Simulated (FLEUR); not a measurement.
# ZnS (Wurtzite-2H) (P6_3mc) in FLEUR: notebook

One crystal, ZnS (Wurtzite-2H), is run at these levels: PBEsol; tasks: equation of state.

All numbers are computed with FLEUR MaX-R8.1 (later development tree); they aren't measurements. Logs are shortened: lines on timing, memory, paths and dates and some standing lists are left out, and cuts for length are marked.

**1. Starting point**

The structure is hexagonal, space group P6_3mc (No. 186). Conventional cell: a = 3.811 Å, b = 3.811 Å, c = 6.234 Å, α = 90.00°, β = 90.00°, γ = 120.00°. Zn (site symmetry 3m) has 4 S at 2.31 to 2.40 Å as nearest neighbours. S (site symmetry 3m) has 4 Zn at 2.31 to 2.40 Å as nearest neighbours.

**2. Equation of state, PBEsol, 18.43 Å³/atom (volume scaled by 0.94)**

Input file inp.xml:

```xml
<?xml version="1.0" encoding="UTF-8" standalone="no"?>
<fleurInput fleurInputVersion="0.39">
   <comment>
      ZnS                                                                                                 
   </comment>
   <calculationSetup>
      <cutoffs Kmax="5.33" Gmax="16.5" GmaxXC="16.5" numbands="0"/>
      <scfLoop itmax="60" minDistance="0.00001" maxIterBroyd="15" imix="Anderson" alpha="0.05" precondParam="0.0" spinf="2.0" sdNocoIR="T"/>
      <coreElectrons ctail="T" frcor="F" kcrel="0" coretail_lmax="0"/>
      <xcFunctional name="PBEs" relativisticCorrections="F"/>
      <magnetism jspins="1"/>
      <soc l_soc="F" theta="0.0" phi="0.0" spav="F"/>
      <expertModes spex="0" secvar="F"/>
      <geometryOptimization l_f="F" forcealpha="1.0" forcemix="BFGS" epsdisp="0.00001" epsforce="0.00001"/>
      <ldaU l_linMix="F" mixParam="0.05" spinf="1.0"/>
   </calculationSetup>
   <cell>
      <bzIntegration valenceElectrons="52.0" mode="hist" fermiSmearingEnergy="0.00183747">
         <kPointListSelection listName="default-1"/>
         <!-- k-points included here -->
         <xi:include xmlns:xi="http://www.w3.org/2001/XInclude" href="kpts.xml"> </xi:include>
      </bzIntegration>
      <!-- symmetry operations included here -->
      <xi:include xmlns:xi="http://www.w3.org/2001/XInclude" href="sym.xml"> </xi:include>
      <bulkLattice scale="0.9795861087">
         <bravaisMatrix>
            <row-1>    7.2017462608505998     0.0000000000000000     0.0000000000000000</row-1>
            <row-2>   -3.6008731304252999     6.2368952134637015     0.0000000000000000</row-2>
            <row-3>    0.0000000000000000     0.0000000000000000    11.7805526607563991</row-3>
         </bravaisMatrix>
      </bulkLattice>
   </cell>
   <atomSpecies>
      <species name="Zinc (Zn)" element="Zn" atomicNumber="30">
         <mtSphere radius="2.09" gridPoints="711" logIncrement="0.017"/>
         <atomicCutoffs lmax="9" lnonsphr="9"/>
         <electronConfig flipSpins="F">
            <coreConfig>(1s1/2) (2s1/2) (2p1/2) (2p3/2)</coreConfig>
            <valenceConfig>(3s1/2) (3p1/2) (3p3/2) (4s1/2) (3d3/2) (3d5/2)</valenceConfig>
         </electronConfig>
         <energyParameters s="4" p="4" d="3" f="4"/>
         <lo type="SCLO" l="0" n="3" eDeriv="0"/>
         <lo type="SCLO" l="1" n="3" eDeriv="0"/>
         <lo type="SCLO" l="1" n="3" eDeriv="1"/>
         <lo type="HELO" l="2" n="4" eDeriv="0"/>
         <lo type="HELO" l="2" n="4" eDeriv="1"/>
         <lo type="SCLO" l="3" n="4" eDeriv="2"/>
      </species>
      <species name="Sulfur (S)" element="S" atomicNumber="16">
         <mtSphere radius="1.84" gridPoints="629" logIncrement="0.018"/>
         <atomicCutoffs lmax="8" lnonsphr="8"/>
         <electronConfig flipSpins="F">
            <coreConfig>(1s1/2) (2s1/2) (2p1/2) (2p3/2)</coreConfig>
            <valenceConfig>(3s1/2) (3p1/2) (3p3/2)</valenceConfig>
            <stateOccupation state="(3p1/2)" spinUp="0.666667" spinDown="0.666667"/>
            <stateOccupation state="(3p3/2)" spinUp="1.333333" spinDown="1.333333"/>
         </electronConfig>
         <energyParameters s="3" p="3" d="3" f="4"/>
         <lo type="SCLO" l="0" n="3" eDeriv="2"/>
         <lo type="SCLO" l="1" n="3" eDeriv="2"/>
         <lo type="SCLO" l="2" n="3" eDeriv="2"/>
         <lo type="SCLO" l="3" n="4" eDeriv="2"/>
      </species>
   </atomSpecies>
   <atomGroups>
      <atomGroup species="Zinc (Zn)">
         <relPos label="                   1">-1.000/3.000 1.000/3.000 1.000/2.000</relPos>
         <relPos label="                   2">1.000/3.000 -1.000/3.000 .0000000000</relPos>
         <force calculate="T" relaxXYZ="TTT"/>
      </atomGroup>
      <atomGroup species="Sulfur (S)">
         <relPos label="                   3">-1.000/3.000 1.000/3.000 -.1150000000</relPos>
         <relPos label="                   4">1.000/3.000 -1.000/3.000 .3850000000</relPos>
         <force calculate="T" relaxXYZ="TTT"/>
      </atomGroup>
   </atomGroups>
   <output dos="F" band="F" slice="F">
      <checks vchk="F" cdinf="F"/>
      <bandDOS minEnergy="-.5*Htr" maxEnergy="0.5*Htr" sigma="0.015" storeEVData="T"/>
      <vacuumDOS vacdos="F" integ="F" star="F" nstars="0" locx1="0.0" locy1="0.0" locx2="0.0" locy2="0.0" nstm="0" tworkf="0.0"/>
      <unfoldingBand unfoldBand="F" supercellX="1" supercellY="1" supercellZ="1"/>
      <plotting iplot="0" polar="F">
         <plot TwoD="T" vec1="  1.0  0.0  0.0" vec2="  0.0  1.0  0.0" vec3="  0.0  0.0  1.0" zero="  0.0  0.0  0.0" file="plot"/>
      </plotting>
      <chargeDensitySlicing numkpt="0" minEigenval="0.0" maxEigenval="0.0" nnne="0" pallst="F"/>
      <specialOutput eonly="F"/>
      <moessbauerParams electricFieldGradient="T" isomerShift="T" coreHyperfine="T" valenceHyperfine="T"/>
      <magneticCircularDichroism mcd="F" energyLo="-10.0" energyUp="0.0"/>
   </output>
  <!-- We include the file relax.xml here to enable relaxations (see documentation) -->
  <xi:include xmlns:xi="http://www.w3.org/2001/XInclude" href="relax.xml"> <xi:fallback/> </xi:include>
</fleurInput>
```

Potentials or basis: all-electron, FLAPW.

On the command line:

```bash
> inpgen -f crystal.txt -profile fastHighL
> # inp.xml edited to the form shown
> mpirun -n 4 fleur_MPI -pe_per_kpt 1
```

What it wrote:

```text
Welcome to FLEUR        (www.flapw.de)
      MaX-Release 8.1          (www.max-centre.eu)

 ========== k-point set info ==========
 Selected k-point list: default-1
 k-point list type: mesh
 8 x 8 x 5
 Number of k points: 30

 ------------Calculation Setup---------------------------
 Number of MPI-tasks      :            4
 Number of PE/node        :            4
 Number of OMP-threads    :            1
 Using exactly            1  PE per kpt
 k-points in parallel     :            4
 Using exactly            1  PE per kpt
 Using exactly            1  PE per kpt
 pe's per k-point         :            1
 No of k-point loops      :            7
 Info/Warning             : your k-point parallelism is not fully load-balanced
 Using exactly            1  PE per kpt
 Eigenvalue solver        :       lapack
 Number of basis functions:         1455
 Approximate size of matrices (H+S) per k-point:         0.063 GB
 --------------------------------------------------------
 Iteration:     1   Distance:       9.79316761 me/bohr^3
 Iteration:     2   Distance:       8.46018350 me/bohr^3
 Iteration:     3   Distance:       5.03305755 me/bohr^3
 Iteration:     4   Distance:       2.71440879 me/bohr^3
 Iteration:     5   Distance:       2.36866972 me/bohr^3
 Iteration:     6   Distance:       0.42007277 me/bohr^3
 Iteration:     7   Distance:       0.39405692 me/bohr^3
 Iteration:     8   Distance:       0.03168354 me/bohr^3
 Iteration:     9   Distance:       0.02760250 me/bohr^3
 Iteration:    10   Distance:       0.00402598 me/bohr^3
 Iteration:    11   Distance:       0.00078239 me/bohr^3
 Iteration:    12   Distance:       0.00074129 me/bohr^3
 Iteration:    13   Distance:       0.00013242 me/bohr^3
 Iteration:    14   Distance:       0.00002911 me/bohr^3
 Iteration:    15   Distance:       0.00002007 me/bohr^3
 Iteration:    16   Distance:       0.00001881 me/bohr^3
 Iteration:    17   Distance:       0.00000972 me/bohr^3

 ********************************************************************
 Run finished successfully
 Stop message:
   all done
 ********************************************************************
```

Wall time 2.7 min (4 MPI ranks of Intel Xeon 6975P-C (Granite Rapids), shared host).

What came out:

| Quantity | Value |
| --- | --- |
| Free energy | -119367.7246 eV |
| Band gap on the k mesh | 2.40 eV, direct |
| Valence electrons inside the program's atomic spheres | Zn 18.38; S 3.39 (radii Zn 2.09, S 1.84 bohr) |

**3. Equation of state, PBEsol, 18.82 Å³/atom (volume scaled by 0.96)**

inp.xml, as its differences from that of step 2:

```diff
@@ -24,3 +24,3 @@
       <xi:include xmlns:xi="http://www.w3.org/2001/XInclude" href="sym.xml"> </xi:include>
-      <bulkLattice scale="0.9795861087">
+      <bulkLattice scale="0.9864848297">
          <bravaisMatrix>
```

Potentials or basis: all-electron, FLAPW.

On the command line:

```bash
> inpgen -f crystal.txt -profile fastHighL
> # inp.xml edited to the form shown
> mpirun -n 4 fleur_MPI -pe_per_kpt 1
```

It took 3.3 min on 4 MPI ranks of Intel Xeon 6975P-C (Granite Rapids), shared host.

It converged, with:

```yaml
Free_energy: -119367.7531 eV
Band_gap_on_the_k_mesh: 2.31 eV, direct
Valence_electrons_inside_the_program's_atomic_spheres: Zn 18.36; S 3.38 (radii Zn 2.09, S 1.84 bohr)
```

**4. Equation of state, PBEsol, 19.21 Å³/atom (volume scaled by 0.98)**

inp.xml, as its differences from that of step 3:

```diff
@@ -24,3 +24,3 @@
       <xi:include xmlns:xi="http://www.w3.org/2001/XInclude" href="sym.xml"> </xi:include>
-      <bulkLattice scale="0.9864848297">
+      <bulkLattice scale="0.9932883884">
          <bravaisMatrix>
```

On the command line:

```bash
> inpgen -f crystal.txt -profile fastHighL
> # inp.xml edited to the form shown
> mpirun -n 4 fleur_MPI -pe_per_kpt 1
```

It took 3.3 min on 4 MPI ranks of Intel Xeon 6975P-C (Granite Rapids), shared host.

Results (log left out):

```yaml
Free_energy: -119367.7638 eV
Band_gap_on_the_k_mesh: 2.21 eV, direct
Valence_electrons_inside_the_program's_atomic_spheres: Zn 18.34; S 3.37 (radii Zn 2.09, S 1.84 bohr)
```

**5. Equation of state, PBEsol, 19.60 Å³/atom**

inp.xml, as its differences from that of step 4:

```diff
@@ -24,3 +24,3 @@
       <xi:include xmlns:xi="http://www.w3.org/2001/XInclude" href="sym.xml"> </xi:include>
-      <bulkLattice scale="0.9932883884">
+      <bulkLattice scale="1.0000000000">
          <bravaisMatrix>
```

On the command line:

```bash
> inpgen -f crystal.txt -profile fastHighL
> # inp.xml edited to the form shown
> mpirun -n 4 fleur_MPI -pe_per_kpt 1
```

Run time: 3.4 min. Hardware: 4 MPI ranks of Intel Xeon 6975P-C (Granite Rapids), shared host.

The run converged. Its results:

| Quantity | Value |
| --- | --- |
| Free energy | -119367.7587 eV |
| Band gap on the k mesh | 2.11 eV, direct |
| Valence electrons inside the program's atomic spheres | Zn 18.32; S 3.36 (radii Zn 2.09, S 1.84 bohr) |

**6. Equation of state, PBEsol, 19.99 Å³/atom (volume scaled by 1.02)**

inp.xml, as its differences from that of step 5:

```diff
@@ -24,3 +24,3 @@
       <xi:include xmlns:xi="http://www.w3.org/2001/XInclude" href="sym.xml"> </xi:include>
-      <bulkLattice scale="1.0000000000">
+      <bulkLattice scale="1.0066227096">
          <bravaisMatrix>
```

Potentials or basis: all-electron, FLAPW.

On the command line:

```bash
> inpgen -f crystal.txt -profile fastHighL
> # inp.xml edited to the form shown
> mpirun -n 4 fleur_MPI -pe_per_kpt 1
```

Run time: 3.8 min. Hardware: 4 MPI ranks of Intel Xeon 6975P-C (Granite Rapids), shared host.

Results (log left out):

```
Free energy                                           : -119367.7393 eV
Band gap on the k mesh                                : 2.02 eV, direct
Valence electrons inside the program's atomic spheres : Zn 18.31; S 3.35 (radii Zn 2.09, S 1.84 bohr)
```

**7. Equation of state, PBEsol, 20.39 Å³/atom (volume scaled by 1.04)**

inp.xml, as its differences from that of step 6:

```diff
@@ -24,3 +24,3 @@
       <xi:include xmlns:xi="http://www.w3.org/2001/XInclude" href="sym.xml"> </xi:include>
-      <bulkLattice scale="1.0066227096">
+      <bulkLattice scale="1.0131594038">
          <bravaisMatrix>
```

On the command line:

```bash
> inpgen -f crystal.txt -profile fastHighL
> # inp.xml edited to the form shown
> mpirun -n 4 fleur_MPI -pe_per_kpt 1
```

It took 3.8 min on 4 MPI ranks of Intel Xeon 6975P-C (Granite Rapids), shared host.

The run converged. Its results:

```
Free energy                                           : -119367.7072 eV
Band gap on the k mesh                                : 1.93 eV, direct
Valence electrons inside the program's atomic spheres : Zn 18.30; S 3.34 (radii Zn 2.09, S 1.84 bohr)
```

**8. Equation of state, PBEsol, 20.78 Å³/atom (volume scaled by 1.06)**

inp.xml, as its differences from that of step 7:

```diff
@@ -24,3 +24,3 @@
       <xi:include xmlns:xi="http://www.w3.org/2001/XInclude" href="sym.xml"> </xi:include>
-      <bulkLattice scale="1.0131594038">
+      <bulkLattice scale="1.0196128224">
          <bravaisMatrix>
```

On the command line:

```bash
> inpgen -f crystal.txt -profile fastHighL
> # inp.xml edited to the form shown
> mpirun -n 4 fleur_MPI -pe_per_kpt 1
```

It took 4 min on 4 MPI ranks of Intel Xeon 6975P-C (Granite Rapids), shared host.

Results (log left out):

- Free energy: -119367.6638 eV
- Band gap on the k mesh: 1.85 eV, direct
- Valence electrons inside the program's atomic spheres: Zn 18.28; S 3.33 (radii Zn 2.09, S 1.84 bohr)

**9. Equation of state, PBEsol**

Potentials or basis: all-electron, FLAPW.

This step only gathers the single runs of the series.

What came out:

* Equilibrium volume: 19.27 Å³/atom
* Bulk modulus at fixed shape and positions: 78 GPa
* Pressure derivative of the bulk modulus: 4.5

Energy against volume, from the lowest point:
| volume (Å³/atom) | energy (meV/atom) |
| --- | --- |
| 18.427 | 9.80 |
| 18.819 | 2.68 |
| 19.211 | 0.00 |
| 19.603 | 1.29 |
| 19.995 | 6.13 |
| 20.387 | 14.15 |
| 20.779 | 25.02 |

Caveat: the cell was scaled at fixed shape and fractional positions, which overstates the stiffness of a crystal with free parameters, most of all of layers and chains.
